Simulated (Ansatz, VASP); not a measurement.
**SnSe2, level by level in two programs**

```
Sn Se
1.0
     3.83624    0.00000    0.00000
    -1.91812    3.32228    0.00000
     0.00000    0.00000    6.17664
Sn Se
1 2
Direct
  0.00000 0.00000 0.00000
  0.66667 0.33333 0.75100
  0.33333 0.66667 0.24900
```

Change from the starting cell: volume scaled by 1.02.

Single points on this cell with VASP 6.6.1 and Ansatz 0.2.0. Each row is one pair of runs. Alike in all rows: spin: off; k mesh: 8 × 8 × 5; smearing: fermi-dirac, width 0.05 eV; VASP's potentials, cutoff: VASP PAW PBE potentials, release 64 (Sn_d, Se), 520 eV.

| level | Ansatz's potentials, cutoff | gap on the k mesh at the Fermi level (eV), VASP | gap on the k mesh at the Fermi level (eV), Ansatz | least direct gap on the mesh (eV), VASP | least direct gap on the mesh (eV), Ansatz | pressure (GPa), VASP | pressure (GPa), Ansatz |
| --- | --- | --- | --- | --- | --- | --- | --- |
| PBE | PseudoDojo standard (PBE files), 1170 eV | 0.78 | 0.77 | 1.01 | 0.99 | 4.1 | 4.0 |
| PBE | Ansatz PAW, 420 eV | 0.78 | 0.78 | 1.01 | 1.02 | 4.1 | 4.0 |
| PBE | Ansatz NC, 1170 eV | 0.78 | 0.77 | 1.01 | 1.00 | 4.1 | 4.0 |
| PBEsol | Ansatz PAW, 420 eV | 0.71 | 0.71 | 0.92 | 0.93 | 1.2 | 1.1 |

Gap on the k mesh at the fermi level (eV): the two programs differ by at most 0.01; least direct gap on the mesh (eV): the two programs differ by at most 0.017; pressure (GPa): the two programs differ by at most 0.11.

Caveats: spin-orbit coupling is left out, which moves the levels of the heavy elements (some rows); this functional lacks dispersion, which binds the layers, so the pressure and a relaxed spacing across them are unreliable (some rows); an odd mesh through Γ misses points on the zone boundary, where band edges often lie (VASP); the PAW data sets were made with another functional, which shifts forces and pressure a little (VASP); odd divisions of the mesh miss points on the zone boundary, where band edges often lie, so the gap on the mesh can be too wide (Ansatz); the PAW data sets come from PBE, with cores solved anew for the run's functional, which leaves a small shift of forces and pressure (Ansatz).
